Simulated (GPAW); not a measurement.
# Ti (P6_3/mmc) in GPAW: single point with r2SCAN

Aim: the single point of Ti with r2SCAN.

All numbers are computed with GPAW 26.7.0; they aren't measurements. Logs are shortened: lines on timing, memory, paths and dates and some standing lists are left out, and cuts for length are marked. The log counts tension as positive stress, the text compression.

## (1) The structure

Symmetry: P6_3/mmc, No. 194, hexagonal system. The conventional cell has a = 2.950 Å, b = 2.950 Å, c = 4.680 Å, α = 90.00°, β = 90.00°, γ = 120.00°. Ti (site symmetry -6m2) is surrounded by 12 Ti at 2.89 to 2.95 Å.

## (2) Single point, r2SCAN

Contents of run.py:

```python
from ase.dft.bandgap import bandgap
from ase.io import read, write
from ase.units import GPa
from gpaw import GPAW, PW

atoms = read('POSCAR')

calc = GPAW(mode=PW(500),
            xc='MGGA_X_R2SCAN+MGGA_C_R2SCAN',
            kpts={'size': (8, 8, 5), 'gamma': True},
            occupations={'name': 'fermi-dirac', 'width': 0.05},
            nbands=24,
            maxiter=120,
            txt='gpaw.txt')
atoms.calc = calc
energy = atoms.get_potential_energy()
forces = atoms.get_forces()
stress = atoms.get_stress()
calc.write('gs.gpw')
write('result.traj', atoms)
print(f'Energy: {energy:.6f} eV')
print('Forces (eV/A):')
print(forces.round(4))
print('Stress (GPa):', (stress / GPa).round(3))
print('Fermi level:', round(calc.get_fermi_level(), 4), 'eV')
print(f'Gap: {bandgap(calc)[0]:.4f} eV, direct: {bandgap(calc, direct=True)[0]:.4f} eV')
```

Contents of POSCAR:

```
Ti
1.0
    2.9500000000      0.0000000000      0.0000000000
   -1.4750000000      2.5547749412      0.0000000000
    0.0000000000      0.0000000000      4.6800000000
Ti
2
Direct
    0.6666666667      0.3333333333      0.7500000000
    0.3333333333      0.6666666667      0.2500000000
```

Potentials or basis: GPAW PAW data sets (gpaw-data 1.2.1), pw.

Run with:

```sh
OMP_NUM_THREADS=1 python run.py
```

gpaw.txt:

```text
__  _  _
 | _ |_)|_||  |
 |__||  | ||/\| - 26.7.0

Input parameters:
  mode=PW(ecut=500.0),
  kpts=MonkhorstPack(size=(8, 8, 5), gamma=True),
  maxiter=120,
  nbands=24,
  occupations=Occupations(name='fermi-dirac', width=0.05),
  xc=XC(name='MGGA_X_R2SCAN+MGGA_C_R2SCAN')

Diagonalizing LCAO Hamiltonian
Converting LCAO to pw mode

          Ti

        Ti

Atoms  # Å, Bohr magnetons
|   | symbol |         x |        y |        z |    initial magnetic moments |
|---|--------|-----------|----------|----------|-----------------------------|
| 0 |     Ti |  1.475000 | 0.851592 | 3.510000 | ( 0.0000,  0.0000,  0.0000) |
| 1 |     Ti | -0.000000 | 1.703183 | 1.170000 | ( 0.0000,  0.0000,  0.0000) |

Unit cell  # Å
| periodic |         x |        y |        z |  lengths |     angles |
|----------|-----------|----------|----------|----------|------------|
|      yes |  2.950000 | 0.000000 | 0.000000 | 2.950000 |  90.000000 |
|      yes | -1.475000 | 2.554775 | 0.000000 | 2.950000 |  90.000000 |
|      yes |  0.000000 | 0.000000 | 4.680000 | 4.680000 | 120.000000 |

Number of symmetries: 12
Symmetry operations  # r_c * U_cc + t_c -> r_c
|    | kind |            matrix            |
|----|------|------------------------------|
|  0 |  σ   |  1, 1, 0,  0,-1, 0,  0, 0, 1 |
|  1 |  S6  |  1, 1, 0, -1, 0, 0,  0, 0,-1 |
|  2 |  E   |  1, 0, 0,  0, 1, 0,  0, 0, 1 |
|  3 |  C2  |  1, 0, 0, -1,-1, 0,  0, 0,-1 |
|  4 |  C2  |  0, 1, 0,  1, 0, 0,  0, 0,-1 |
|  5 |  C3  |  0, 1, 0, -1,-1, 0,  0, 0, 1 |
|  6 |  S6  |  0,-1, 0,  1, 1, 0,  0, 0,-1 |
|  7 |  σ   |  0,-1, 0, -1, 0, 0,  0, 0, 1 |
|  8 |  σ   | -1, 0, 0,  1, 1, 0,  0, 0, 1 |
|  9 |  i   | -1, 0, 0,  0,-1, 0,  0, 0,-1 |
| 10 |  C3  | -1,-1, 0,  1, 0, 0,  0, 0, 1 |
| 11 |  C2  | -1,-1, 0,  0, 1, 0,  0, 0,-1 |

BZ-sampling:
  Number of BZ points: 320
  Number of IBZ points: 40

  Monkhorst-Pack size: [8, 8, 5]
  Monkhorst-Pack shift: [0.0625, 0.0625, 0.0]

K-points  # in reciprocal-cell coordinates
|     |                                coordinates |     weight |
|-----|--------------------------------------------|------------|
|   0 | (  0.00000000,   0.00000000,   0.00000000) | 0.00312500 |
|   1 | (  0.00000000,   0.00000000,   0.20000000) | 0.00625000 |
|   2 | (  0.00000000,   0.00000000,   0.40000000) | 0.00625000 |
|   3 | (  0.12500000,   0.00000000,  -0.40000000) | 0.01875000 |
|   4 | (  0.12500000,   0.00000000,  -0.20000000) | 0.01875000 |
|   5 | (  0.12500000,   0.00000000,   0.00000000) | 0.01875000 |
|   6 | (  0.12500000,   0.00000000,   0.20000000) | 0.01875000 |
|   7 | (  0.12500000,   0.00000000,   0.40000000) | 0.01875000 |
|   8 | (  0.25000000,  -0.12500000,   0.00000000) | 0.01875000 |
|   9 | (  0.25000000,  -0.12500000,   0.20000000) | 0.03750000 |
| ... |                                            |            |
|  39 | (  0.50000000,   0.50000000,   0.40000000) | 0.01875000 |

Plane wave coefficients: 929
Cutoff: 500.0 eV

Spin-components: 1 (collinear spins)
Bands:           24
Projectors:      12
Spin-degeneracy: 2
Datatype:        complex128

Parallelization:
  kpt:    1
  domain: 1
  band:   1

Density:
  Valence electrons: 24.0
  Components: 1
  Grid points: [16 16 25]
  Charge: 0.0  # |e|

Potential:
  Grid points: [16 16 25]

species:
  Ti:
    name:    Titanium
    Z:       22.0
    valence: 12
    core:    10
    charge:  0.0  # [|e|]
    compensation charges:
      type: gauss
      rc: 0.38  # [Å]
      lmax: 2
    cutoffs:
      filter: 2.23  # [Å]
      core: 1.02  # [Å]
    projectors
    | kind |    occ | energy [eV] | rcut [Å] |
    |------|--------|-------------|----------|
    |   3s |  2.000 |     -62.623 |    1.270 |
    |   4s |  2.000 |      -4.466 |    1.270 |
    |   3p |  6.000 |     -38.862 |    1.058 |
    |   4p |  0.000 |      -1.466 |    1.058 |
    |   3d |  2.000 |      -4.258 |    1.058 |
    |    d |        |      22.953 |    1.058 |

    Using partial waves for Ti as LCAO basis

Reference energy: -46448.028563  # eV

eigensolver:
  PPCG
  Converge bands: occupied
  niter=2

density mixing:
  MSR1-Mixer
  Pratt-step length: 0.05
  Maximum mixing coefficient: 0.75
  Old densities: 10
  SVD Regularization: 0.005
  Good broyden scale: 1.0
  Trust region scale: 1.0
  Backstep threshold: 4.0
  History deletion threshold: 6.0
  Fourier metric: weight=20.0, sigma=0.015

occupation numbers:
  Fermi-Dirac:
    width: 0.0500  # eV

poisson solver:
  ecut: 4000.0  # eV

xc functional:
  name: MGGA_X_R2SCAN+MGGA_C_R2SCAN with 2 nearest neighbor stencil

convergence criteria:
- Maximum [total energy] change in last 3 cyles: 0.0005 eV / valence electron
- Maximum integral of absolute [dens]ity change: 0.0001 electrons / valence electron
- Maximum integral of absolute [eigenst]ate change: 4e-08 eV^2 / valence electron
maximum number of iterations: 120

SCF iterations
|iter     | |      energy | eigst |  dens |
|---------|-|-------------|-------|-------|
|iter:   1| |  -30.802736 | +0.01 |       |
|iter:   2| |  -23.141007 | -1.83 | -1.19 |
|iter:   3| |  -22.710129 | -1.23 | -1.21 |
|iter:   4| |  -22.725554 | -3.11 | -2.03 |
|iter:   5| |  -22.728836 | -3.81 | -2.31 |
|iter:   6| |  -22.728946c| -5.20 | -3.27 |
|iter:   7| |  -22.728976c| -5.72 | -3.57 |
|iter:   8| |  -22.728975c| -7.06 | -4.20c|
|iter:   9| |  -22.728975c| -8.10c| -4.51c|

Converged in 9 steps
Energy contributions relative to reference atoms: (reference = -46448.028563)

Energy contributions:
  Kinetic:           8.948235
  Coulomb:          -9.140592
  Zero:             -0.355299
  External:          0.000000
  Xc:              -22.176060
  Entropy:          -0.010518
  Spinorbit:         0.000000
  ----------------------------
  Free energy:     -22.734234
  Extrapolated:    -22.728975

dipole moment: (0.000000, 0.000000, 0.000000)  # |e|*Ang

Fermi level: 8.392
Eigenvalues  # (at kpt = [0.000, 0.000, 0.000])
| band index |      eig [eV] | occ [0-2] |
|------------|---------------|-----------|
|          0 |       -50.885 |     2.000 |
|        ... |               |           |
|          2 |       -26.428 |     2.000 |
|          3 |       -25.785 |     2.000 |
|          4 |       -25.785 |     2.000 |
|          5 |       -25.731 |     2.000 |
|          6 |       -25.688 |     2.000 |
|          7 |       -25.688 |     2.000 |
[... 8 lines left out ...]
|         16 |        10.205 |     0.000 |
|         17 |        10.205 |     0.000 |
|        ... |               |           |
|         23 |        26.358 |     0.000 |

No gap
No difference between direct/indirect transitions

Forces  # eV/Ang
|       x |       y |        z |
|---------|---------|----------|
| 0.00000 | 0.00000 | -0.00072 |  # Ti   0
| 0.00000 | 0.00000 |  0.00072 |  # Ti   1

Stress tensor  # eV/Ang^3
|        x |        y |        z |
|----------|----------|----------|
| 0.011438 | 0.000000 | 0.000000 |
| 0.000000 | 0.011438 | 0.000000 |
| 0.000000 | 0.000000 | 0.015125 |

# Writing to gs.gpw (mode='')
```

Run time: 14 s. Hardware: 1 thread of AMD EPYC 9R45 (Zen 5), shared host; peak memory 0.22 GiB.

What came out:

- Free energy: -22.7342 eV
- Pressure: -2.0 GPa
- Band gap on the k mesh: none (metal or under the smearing width)

Caveat: the cutoff is short for stress and forces, so pressures can be off by a GPa or more; the PAW data sets were made with another functional, which shifts forces and pressure a little.
